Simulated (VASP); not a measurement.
HfS2: relaxation of cell and atoms with PBE+D3(BJ)

Crystal: HfS2.

```
Hf S
1.0
     3.63966    0.00000    0.00000
    -1.81983    3.15204    0.00000
     0.00000    0.00000    6.05556
Hf S
1 2
Cartesian
  0.0000 0.0000 0.0000
  1.8198 1.0507 4.6262
  0.0000 2.1014 1.4294
```

The cell is a database's computed one.

```
Program                : VASP 6.6.1
Task                   : relaxation of cell and atoms
Functional             : PBE
Dispersion             : D3(BJ)
Potentials or basis    : VASP PAW PBE potentials, release 64 (Hf_pv, S)
Cutoff                 : 600 eV
k mesh                 : 9 × 9 × 5
Occupations            : gaussian, width 0.03 eV
Spin                   : no spin polarisation
Further INCAR settings : ALGO = Normal; EDIFF = 1e-06; IBRION = 2; EDIFFG = -0.01; NSW = 90; ISIF = 3
```

```
Relaxed volume                         : 21.55 Å³/atom
Relaxed cell                           : a = 3.597 Å, b = 3.597 Å, c = 5.770 Å, α = 90.00°, β = 90.00°, γ = 120.00°
Space group after relaxing (to 0.05 Å) : P-3m1 (No. 164)
Energy gained by relaxing              : 9.9 meV/atom
Ionic steps                            : 13
Pressure after relaxing                : 0.0 GPa
Band gap on the k mesh                 : 0.91 eV, indirect (least direct gap 1.85 eV)
Dispersion energy per atom             : -0.342 eV
```

Stress tensor (GPa, compression positive):
```
 0.07  0.00  0.00
 0.00  0.07  0.00
 0.00  0.00 -0.06
```

The path:
```
step  energy change (eV)  largest force (eV/Å)  pressure (GPa)  volume (Å³)
   1              0.0000                0.1620           -1.05        69.47
   2             -0.0063                0.3158            0.69        67.96
   3             -0.0064                0.2992            0.54        68.12
   4             -0.0120                0.1578            0.15        67.80
   5             -0.0134                0.0495           -0.13        67.56
   6             -0.0167                0.0398           -0.23        67.30
   7             -0.0244                0.0082           -0.52        66.52
   8             -0.0259                0.0638           -0.91        64.92
   9             -0.0279                0.0192           -0.73        65.70
  10             -0.0287                0.1172            0.54        64.57
  11             -0.0292                0.0652            0.06        64.99
  12             -0.0296                0.0379            0.03        64.84
  13             -0.0298                0.0014            0.02        64.65
```

Final structure:
```
CELL_PARAMETERS angstrom
3.59684 0.00000 0.00000
-1.79842 3.11495 0.00000
0.00000 0.00000 5.77000
ATOMIC_POSITIONS crystal
Hf 0.00000 0.00000 0.00000
S 0.66667 0.33333 0.74784
S 0.33333 0.66667 0.25216
```

Levels at points of the mesh, in eV from the valence-band top:
| k point | band 7 | band 8 | band 9 | band 10 | band 11 | band 12 | band 13 | band 14 | band 15 |
| --- | --- | --- | --- | --- | --- | --- | --- | --- | --- |
| (0.00, 0.00, 0.00) | -2.87 | -2.87 | -0.15 | -0.15 | 0.00 | 1.89 | 1.89 | 2.44 | 5.23 |

Run time: 80 s on 4 MPI ranks on AMD EPYC 9R14 (Zen 4) (shared host), peak memory 0.24 GiB a rank.

Caveat: spin-orbit coupling is left out, which moves the levels of the heavy elements; an odd mesh through Γ misses points on the zone boundary, where band edges often lie. PBE gaps usually lie below the measured ones, often by a third to a half.
